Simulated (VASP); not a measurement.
# InP (Fm-3m) in VASP: further runs, part 4 of 7

VASP 6.6.1.

**43. Equation of state, PBEsol, 21.86 Å³/atom**

INCAR

```
PREC     = Accurate       # precision mode
ENCUT    = 400            # plane-wave cutoff, eV
EDIFF    = 1E-6           # SCF threshold, eV
ISMEAR   = 0              # smearing method
SIGMA    = 0.01           # smearing width, eV
LREAL    = F              # projectors in reciprocal space
LASPH    = T              # aspherical terms in the spheres
NELM     = 100            # most SCF steps
ALGO     = Normal         # electronic algorithm
ISIF     = 2              # what is computed and relaxed
LWAVE    = F              # write WAVECAR
LCHARG   = F              # write CHGCAR
GGA      = PS             # functional
ADDGRID  = F
```

KPOINTS

```
Automatic mesh
0
Gamma
  5 5 5
```

POSCAR

```
InP
1.0
    0.0000000000      2.7962499810      2.7962499810
    2.7962499810      0.0000000000      2.7962499810
    2.7962499810      2.7962499810      0.0000000000
In P
1 1
Direct
    0.0000000000      0.0000000000      0.0000000000
    0.5000000000      0.5000000000      0.5000000000
```

On the command line:

```sh
$ cat potpaw_PBE.64/In_d/POTCAR potpaw_PBE.64/P/POTCAR > POTCAR
$ mpirun -np 1 vasp_std > vasp.out
```

It took 3 s on 1 thread of Intel Xeon 6975P-C (Granite Rapids), shared host; peak memory 0.14 GiB.

The run converged, but some of its settings lie outside the range that counts as converged, so its numbers aren't taken as properties of the crystal.

Results:

```yaml
Free_energy: -8.7198 eV
Pressure: -5.1 GPa
Band_gap_on_the_k_mesh: none (metal or under the smearing width)
```

Caveat: the k mesh is coarse (spacing up to 0.39 Å⁻¹), so the values aren't converged; the PAW data sets were made with another functional, which shifts forces and pressure a little.

**44. Equation of state, PBEsol, 20.59 Å³/atom**

Edit INCAR of step 43 so:

```diff
@@ -1,2 +1,2 @@
-PREC     = Accurate       # precision mode
+PREC     = Low            # precision mode
 ENCUT    = 400            # plane-wave cutoff, eV
@@ -4,3 +4,3 @@
 ISMEAR   = 0              # smearing method
-SIGMA    = 0.01           # smearing width, eV
+SIGMA    = 0.05           # smearing width, eV
 LREAL    = F              # projectors in reciprocal space
```

KPOINTS is that of step 43.

POSCAR

```
InP
1.0
    0.0000000000      2.7408640675      2.7408640675
    2.7408640675      0.0000000000      2.7408640675
    2.7408640675      2.7408640675      0.0000000000
In P
1 1
Direct
    0.0000000000      0.0000000000      0.0000000000
    0.5000000000      0.5000000000      0.5000000000
```

On the command line:

```sh
$ cat potpaw_PBE.64/In_d/POTCAR potpaw_PBE.64/P/POTCAR > POTCAR
$ mpirun -np 1 vasp_std > vasp.out
```

It took 1.7 s on 1 thread of Intel Xeon 6975P-C (Granite Rapids), shared host; peak memory 0.11 GiB.

These settings aren't checked as converged: the numbers below hold their error.

What came out:

```
Free energy            : -8.7693 eV
Pressure               : -0.8 GPa
Band gap on the k mesh : none (metal or under the smearing width)
```

Caveat: the k mesh is coarse (spacing up to 0.40 Å⁻¹), so the values aren't converged; the PAW data sets were made with another functional, which shifts forces and pressure a little.

**45. Equation of state, PBEsol, 21.86 Å³/atom**

INCAR is that of step 44.

KPOINTS is that of step 44.

POSCAR

```
InP
1.0
    0.0000000000      2.7962499810      2.7962499810
    2.7962499810      0.0000000000      2.7962499810
    2.7962499810      2.7962499810      0.0000000000
In P
1 1
Direct
    0.0000000000      0.0000000000      0.0000000000
    0.5000000000      0.5000000000      0.5000000000
```

Potentials or basis: VASP PAW PBE potentials, release 64 (In_d, P).

On the command line:

```sh
$ cat potpaw_PBE.64/In_d/POTCAR potpaw_PBE.64/P/POTCAR > POTCAR
$ mpirun -np 1 vasp_std > vasp.out
```

Run time: 1.8 s. Hardware: 1 thread of Intel Xeon 6975P-C (Granite Rapids), shared host; peak memory 0.1 GiB.

The run converged, but some of its settings lie outside the range that counts as converged, so its numbers aren't taken as properties of the crystal.

What came out:

```
Free energy            : -8.7224 eV
Pressure               : -4.9 GPa
Band gap on the k mesh : none (metal or under the smearing width)
```

Caveat: the k mesh is coarse (spacing up to 0.39 Å⁻¹), so the values aren't converged; the PAW data sets were made with another functional, which shifts forces and pressure a little.

**46. Equation of state, PBEsol, 20.59 Å³/atom**

Edit INCAR of step 45 so:

```diff
@@ -1,2 +1,2 @@
-PREC     = Low            # precision mode
+PREC     = Normal         # precision mode
 ENCUT    = 400            # plane-wave cutoff, eV
```

KPOINTS is that of step 45.

POSCAR

```
InP
1.0
    0.0000000000      2.7408640675      2.7408640675
    2.7408640675      0.0000000000      2.7408640675
    2.7408640675      2.7408640675      0.0000000000
In P
1 1
Direct
    0.0000000000      0.0000000000      0.0000000000
    0.5000000000      0.5000000000      0.5000000000
```

On the command line:

```sh
$ cat potpaw_PBE.64/In_d/POTCAR potpaw_PBE.64/P/POTCAR > POTCAR
$ mpirun -np 1 vasp_std > vasp.out
```

Wall time 1.9 s (1 thread of Intel Xeon 6975P-C (Granite Rapids), shared host); peak memory 0.12 GiB.

These settings aren't checked as converged: the numbers below hold their error.

Results:

| Item | Value |
| --- | --- |
| Free energy | -8.7708 eV |
| Pressure | -0.9 GPa |
| Band gap on the k mesh | none (metal or under the smearing width) |

Caveat: the k mesh is coarse (spacing up to 0.40 Å⁻¹), so the values aren't converged; the PAW data sets were made with another functional, which shifts forces and pressure a little.

**47. Equation of state, PBEsol, 21.86 Å³/atom**

INCAR is that of step 46.

KPOINTS is that of step 46.

POSCAR

```
InP
1.0
    0.0000000000      2.7962499810      2.7962499810
    2.7962499810      0.0000000000      2.7962499810
    2.7962499810      2.7962499810      0.0000000000
In P
1 1
Direct
    0.0000000000      0.0000000000      0.0000000000
    0.5000000000      0.5000000000      0.5000000000
```

On the command line:

```sh
$ cat potpaw_PBE.64/In_d/POTCAR potpaw_PBE.64/P/POTCAR > POTCAR
$ mpirun -np 1 vasp_std > vasp.out
```

It took 1.9 s on 1 thread of Intel Xeon 6975P-C (Granite Rapids), shared host; peak memory 0.12 GiB.

These settings aren't checked as converged: the numbers below hold their error.

What came out:

| Property | Result |
| --- | --- |
| Free energy | -8.7227 eV |
| Pressure | -5.1 GPa |
| Band gap on the k mesh | none (metal or under the smearing width) |

Caveat: the k mesh is coarse (spacing up to 0.39 Å⁻¹), so the values aren't converged; the PAW data sets were made with another functional, which shifts forces and pressure a little.

**48. Equation of state, PBEsol, 20.59 Å³/atom**

Edit INCAR of step 47 so:

```diff
@@ -1,2 +1,2 @@
-PREC     = Normal         # precision mode
+PREC     = Accurate       # precision mode
 ENCUT    = 400            # plane-wave cutoff, eV
@@ -5,3 +5,3 @@
 SIGMA    = 0.05           # smearing width, eV
-LREAL    = F              # projectors in reciprocal space
+LREAL    = Auto         
 LASPH    = T              # aspherical terms in the spheres
```

KPOINTS is that of step 47.

POSCAR

```
InP
1.0
    0.0000000000      2.7408640675      2.7408640675
    2.7408640675      0.0000000000      2.7408640675
    2.7408640675      2.7408640675      0.0000000000
In P
1 1
Direct
    0.0000000000      0.0000000000      0.0000000000
    0.5000000000      0.5000000000      0.5000000000
```

Potentials or basis: VASP PAW PBE potentials, release 64 (In_d, P).

On the command line:

```sh
$ cat potpaw_PBE.64/In_d/POTCAR potpaw_PBE.64/P/POTCAR > POTCAR
$ mpirun -np 1 vasp_std > vasp.out
```

Run time: 4.2 s. Hardware: 1 thread of Intel Xeon 6975P-C (Granite Rapids), shared host; peak memory 0.15 GiB.

The run converged, but some of its settings lie outside the range that counts as converged, so its numbers aren't taken as properties of the crystal.

What came out:

```
Free energy            : -8.7714 eV
Pressure               : -0.9 GPa
Band gap on the k mesh : none (metal or under the smearing width)
```

Caveat: the k mesh is coarse (spacing up to 0.40 Å⁻¹), so the values aren't converged; the PAW data sets were made with another functional, which shifts forces and pressure a little.

**49. Equation of state, PBEsol, 21.86 Å³/atom**

INCAR is that of step 48.

KPOINTS is that of step 48.

POSCAR

```
InP
1.0
    0.0000000000      2.7962499810      2.7962499810
    2.7962499810      0.0000000000      2.7962499810
    2.7962499810      2.7962499810      0.0000000000
In P
1 1
Direct
    0.0000000000      0.0000000000      0.0000000000
    0.5000000000      0.5000000000      0.5000000000
```

On the command line:

```sh
$ cat potpaw_PBE.64/In_d/POTCAR potpaw_PBE.64/P/POTCAR > POTCAR
$ mpirun -np 1 vasp_std > vasp.out
```

Wall time 4.1 s (1 thread of Intel Xeon 6975P-C (Granite Rapids), shared host); peak memory 0.15 GiB.

These settings aren't checked as converged: the numbers below hold their error.

Results:

```
Free energy            : -8.7230 eV
Pressure               : -5.1 GPa
Band gap on the k mesh : none (metal or under the smearing width)
```

Caveat: the k mesh is coarse (spacing up to 0.39 Å⁻¹), so the values aren't converged; the PAW data sets were made with another functional, which shifts forces and pressure a little.

**50. Equation of state, PBEsol, 20.59 Å³/atom**

Edit INCAR of step 49 so:

```diff
@@ -2,6 +2,6 @@
 ENCUT    = 400            # plane-wave cutoff, eV
-EDIFF    = 1E-6           # SCF threshold, eV
+EDIFF    = 0.01           # SCF threshold, eV
 ISMEAR   = 0              # smearing method
 SIGMA    = 0.05           # smearing width, eV
-LREAL    = Auto         
+LREAL    = F              # projectors in reciprocal space
 LASPH    = T              # aspherical terms in the spheres
```

KPOINTS is that of step 49.

POSCAR

```
InP
1.0
    0.0000000000      2.7408640675      2.7408640675
    2.7408640675      0.0000000000      2.7408640675
    2.7408640675      2.7408640675      0.0000000000
In P
1 1
Direct
    0.0000000000      0.0000000000      0.0000000000
    0.5000000000      0.5000000000      0.5000000000
```

On the command line:

```sh
$ cat potpaw_PBE.64/In_d/POTCAR potpaw_PBE.64/P/POTCAR > POTCAR
$ mpirun -np 1 vasp_std > vasp.out
```

Run time: 2.1 s. Hardware: 1 thread of Intel Xeon 6975P-C (Granite Rapids), shared host; peak memory 0.15 GiB.

The run converged, but some of its settings lie outside the range that counts as converged, so its numbers aren't taken as properties of the crystal.

Results:

```
Free energy            : -8.7708 eV
Pressure               : -0.9 GPa
Band gap on the k mesh : none (metal or under the smearing width)
```

Caveat: the k mesh is coarse (spacing up to 0.40 Å⁻¹), so the values aren't converged; the PAW data sets were made with another functional, which shifts forces and pressure a little.

**51. Equation of state, PBEsol, 21.86 Å³/atom**

INCAR is that of step 50.

KPOINTS is that of step 50.

POSCAR

```
InP
1.0
    0.0000000000      2.7962499810      2.7962499810
    2.7962499810      0.0000000000      2.7962499810
    2.7962499810      2.7962499810      0.0000000000
In P
1 1
Direct
    0.0000000000      0.0000000000      0.0000000000
    0.5000000000      0.5000000000      0.5000000000
```

Potentials or basis: VASP PAW PBE potentials, release 64 (In_d, P).

On the command line:

```sh
$ cat potpaw_PBE.64/In_d/POTCAR potpaw_PBE.64/P/POTCAR > POTCAR
$ mpirun -np 1 vasp_std > vasp.out
```

Run time: 2.2 s. Hardware: 1 thread of Intel Xeon 6975P-C (Granite Rapids), shared host; peak memory 0.14 GiB.

The run converged, but some of its settings lie outside the range that counts as converged, so its numbers aren't taken as properties of the crystal.

What came out:

* Free energy: -8.7225 eV
* Pressure: -5.6 GPa
* Band gap on the k mesh: none (metal or under the smearing width)

Caveat: the k mesh is coarse (spacing up to 0.39 Å⁻¹), so the values aren't converged; the PAW data sets were made with another functional, which shifts forces and pressure a little.

**52. Equation of state, PBEsol, 20.59 Å³/atom**

Edit INCAR of step 51 so:

```diff
@@ -2,3 +2,3 @@
 ENCUT    = 400            # plane-wave cutoff, eV
-EDIFF    = 0.01           # SCF threshold, eV
+EDIFF    = 0.001          # SCF threshold, eV
 ISMEAR   = 0              # smearing method
```

KPOINTS is that of step 51.

POSCAR

```
InP
1.0
    0.0000000000      2.7408640675      2.7408640675
    2.7408640675      0.0000000000      2.7408640675
    2.7408640675      2.7408640675      0.0000000000
In P
1 1
Direct
    0.0000000000      0.0000000000      0.0000000000
    0.5000000000      0.5000000000      0.5000000000
```

On the command line:

```sh
$ cat potpaw_PBE.64/In_d/POTCAR potpaw_PBE.64/P/POTCAR > POTCAR
$ mpirun -np 1 vasp_std > vasp.out
```

It took 2.3 s on 1 thread of Intel Xeon 6975P-C (Granite Rapids), shared host; peak memory 0.15 GiB.

These settings aren't checked as converged: the numbers below hold their error.

Results:

| Quantity | Value |
| --- | --- |
| Free energy | -8.7708 eV |
| Pressure | -0.6 GPa |
| Band gap on the k mesh | none (metal or under the smearing width) |

Caveat: the k mesh is coarse (spacing up to 0.40 Å⁻¹), so the values aren't converged; the PAW data sets were made with another functional, which shifts forces and pressure a little.

**53. Equation of state, PBEsol, 21.86 Å³/atom**

INCAR is that of step 52.

KPOINTS is that of step 52.

POSCAR

```
InP
1.0
    0.0000000000      2.7962499810      2.7962499810
    2.7962499810      0.0000000000      2.7962499810
    2.7962499810      2.7962499810      0.0000000000
In P
1 1
Direct
    0.0000000000      0.0000000000      0.0000000000
    0.5000000000      0.5000000000      0.5000000000
```

On the command line:

```sh
$ cat potpaw_PBE.64/In_d/POTCAR potpaw_PBE.64/P/POTCAR > POTCAR
$ mpirun -np 1 vasp_std > vasp.out
```

It took 2.3 s on 1 thread of Intel Xeon 6975P-C (Granite Rapids), shared host; peak memory 0.14 GiB.

These settings aren't checked as converged: the numbers below hold their error.

Results:

```
Free energy            : -8.7225 eV
Pressure               : -4.8 GPa
Band gap on the k mesh : none (metal or under the smearing width)
```

Caveat: the k mesh is coarse (spacing up to 0.39 Å⁻¹), so the values aren't converged; the PAW data sets were made with another functional, which shifts forces and pressure a little.

**54. Equation of state, PBEsol, 20.59 Å³/atom**

Edit INCAR of step 53 so:

```diff
@@ -2,3 +2,3 @@
 ENCUT    = 400            # plane-wave cutoff, eV
-EDIFF    = 0.001          # SCF threshold, eV
+EDIFF    = 1E-4           # SCF threshold, eV
 ISMEAR   = 0              # smearing method
```

KPOINTS is that of step 53.

POSCAR

```
InP
1.0
    0.0000000000      2.7408640675      2.7408640675
    2.7408640675      0.0000000000      2.7408640675
    2.7408640675      2.7408640675      0.0000000000
In P
1 1
Direct
    0.0000000000      0.0000000000      0.0000000000
    0.5000000000      0.5000000000      0.5000000000
```

Potentials or basis: VASP PAW PBE potentials, release 64 (In_d, P).

On the command line:

```sh
$ cat potpaw_PBE.64/In_d/POTCAR potpaw_PBE.64/P/POTCAR > POTCAR
$ mpirun -np 1 vasp_std > vasp.out
```

Run time: 2.3 s. Hardware: 1 thread of Intel Xeon 6975P-C (Granite Rapids), shared host; peak memory 0.15 GiB.

These settings aren't checked as converged: the numbers below hold their error.

Results:

| Property | Result |
| --- | --- |
| Free energy | -8.7708 eV |
| Pressure | -0.7 GPa |
| Band gap on the k mesh | none (metal or under the smearing width) |

Caveat: the k mesh is coarse (spacing up to 0.40 Å⁻¹), so the values aren't converged; the PAW data sets were made with another functional, which shifts forces and pressure a little.

**55. Equation of state, PBEsol, 21.86 Å³/atom**

INCAR is that of step 54.

KPOINTS is that of step 54.

POSCAR

```
InP
1.0
    0.0000000000      2.7962499810      2.7962499810
    2.7962499810      0.0000000000      2.7962499810
    2.7962499810      2.7962499810      0.0000000000
In P
1 1
Direct
    0.0000000000      0.0000000000      0.0000000000
    0.5000000000      0.5000000000      0.5000000000
```

On the command line:

```sh
$ cat potpaw_PBE.64/In_d/POTCAR potpaw_PBE.64/P/POTCAR > POTCAR
$ mpirun -np 1 vasp_std > vasp.out
```

Run time: 2.3 s. Hardware: 1 thread of Intel Xeon 6975P-C (Granite Rapids), shared host; peak memory 0.14 GiB.

The run converged, but some of its settings lie outside the range that counts as converged, so its numbers aren't taken as properties of the crystal.

Results:

```
Free energy            : -8.7225 eV
Pressure               : -4.9 GPa
Band gap on the k mesh : none (metal or under the smearing width)
```

Caveat: the k mesh is coarse (spacing up to 0.39 Å⁻¹), so the values aren't converged; the PAW data sets were made with another functional, which shifts forces and pressure a little.

**56. Equation of state, PBEsol, 20.59 Å³/atom**

Edit INCAR of step 55 so:

```diff
@@ -2,3 +2,3 @@
 ENCUT    = 400            # plane-wave cutoff, eV
-EDIFF    = 1E-4           # SCF threshold, eV
+EDIFF    = 1E-5           # SCF threshold, eV
 ISMEAR   = 0              # smearing method
```

KPOINTS is that of step 55.

POSCAR

```
InP
1.0
    0.0000000000      2.7408640675      2.7408640675
    2.7408640675      0.0000000000      2.7408640675
    2.7408640675      2.7408640675      0.0000000000
In P
1 1
Direct
    0.0000000000      0.0000000000      0.0000000000
    0.5000000000      0.5000000000      0.5000000000
```

On the command line:

```sh
$ cat potpaw_PBE.64/In_d/POTCAR potpaw_PBE.64/P/POTCAR > POTCAR
$ mpirun -np 1 vasp_std > vasp.out
```

It took 2.5 s on 1 thread of Intel Xeon 6975P-C (Granite Rapids), shared host; peak memory 0.15 GiB.

These settings aren't checked as converged: the numbers below hold their error.

Results:

```
Free energy            : -8.7708 eV
Pressure               : -0.6 GPa
Band gap on the k mesh : none (metal or under the smearing width)
```

Caveat: the k mesh is coarse (spacing up to 0.40 Å⁻¹), so the values aren't converged; the PAW data sets were made with another functional, which shifts forces and pressure a little.

**57. Equation of state, PBEsol, 21.86 Å³/atom**

INCAR is that of step 56.

KPOINTS is that of step 56.

POSCAR

```
InP
1.0
    0.0000000000      2.7962499810      2.7962499810
    2.7962499810      0.0000000000      2.7962499810
    2.7962499810      2.7962499810      0.0000000000
In P
1 1
Direct
    0.0000000000      0.0000000000      0.0000000000
    0.5000000000      0.5000000000      0.5000000000
```

Potentials or basis: VASP PAW PBE potentials, release 64 (In_d, P).

On the command line:

```sh
$ cat potpaw_PBE.64/In_d/POTCAR potpaw_PBE.64/P/POTCAR > POTCAR
$ mpirun -np 1 vasp_std > vasp.out
```

It took 2.5 s on 1 thread of Intel Xeon 6975P-C (Granite Rapids), shared host; peak memory 0.15 GiB.

These settings aren't checked as converged: the numbers below hold their error.

What came out:

```yaml
Free_energy: -8.7225 eV
Pressure: -4.9 GPa
Band_gap_on_the_k_mesh: none (metal or under the smearing width)
```

Caveat: the k mesh is coarse (spacing up to 0.39 Å⁻¹), so the values aren't converged; the PAW data sets were made with another functional, which shifts forces and pressure a little.

**58. Equation of state, PBEsol, 20.59 Å³/atom**

Edit INCAR of step 57 so:

```diff
@@ -2,3 +2,3 @@
 ENCUT    = 400            # plane-wave cutoff, eV
-EDIFF    = 1E-5           # SCF threshold, eV
+EDIFF    = 1E-6           # SCF threshold, eV
 ISMEAR   = 0              # smearing method
@@ -13,2 +13,2 @@
 GGA      = PS             # functional
-ADDGRID  = F
+ADDGRID  = T
```

KPOINTS is that of step 57.

POSCAR

```
InP
1.0
    0.0000000000      2.7408640675      2.7408640675
    2.7408640675      0.0000000000      2.7408640675
    2.7408640675      2.7408640675      0.0000000000
In P
1 1
Direct
    0.0000000000      0.0000000000      0.0000000000
    0.5000000000      0.5000000000      0.5000000000
```

On the command line:

```sh
$ cat potpaw_PBE.64/In_d/POTCAR potpaw_PBE.64/P/POTCAR > POTCAR
$ mpirun -np 1 vasp_std > vasp.out
```

It took 4.7 s on 1 thread of Intel Xeon 6975P-C (Granite Rapids), shared host; peak memory 0.22 GiB.

These settings aren't checked as converged: the numbers below hold their error.

What came out:

```
Free energy            : -8.7708 eV
Pressure               : -0.9 GPa
Band gap on the k mesh : none (metal or under the smearing width)
```

Caveat: the k mesh is coarse (spacing up to 0.40 Å⁻¹), so the values aren't converged; the PAW data sets were made with another functional, which shifts forces and pressure a little.

**59. Equation of state, PBEsol, 21.86 Å³/atom**

INCAR is that of step 58.

KPOINTS is that of step 58.

POSCAR

```
InP
1.0
    0.0000000000      2.7962499810      2.7962499810
    2.7962499810      0.0000000000      2.7962499810
    2.7962499810      2.7962499810      0.0000000000
In P
1 1
Direct
    0.0000000000      0.0000000000      0.0000000000
    0.5000000000      0.5000000000      0.5000000000
```

On the command line:

```sh
$ cat potpaw_PBE.64/In_d/POTCAR potpaw_PBE.64/P/POTCAR > POTCAR
$ mpirun -np 1 vasp_std > vasp.out
```

Run time: 4.7 s. Hardware: 1 thread of Intel Xeon 6975P-C (Granite Rapids), shared host; peak memory 0.22 GiB.

The run converged, but some of its settings lie outside the range that counts as converged, so its numbers aren't taken as properties of the crystal.

What came out:

```
Free energy            : -8.7225 eV
Pressure               : -5.1 GPa
Band gap on the k mesh : none (metal or under the smearing width)
```

Caveat: the k mesh is coarse (spacing up to 0.39 Å⁻¹), so the values aren't converged; the PAW data sets were made with another functional, which shifts forces and pressure a little.

[end of part 4 of 7]
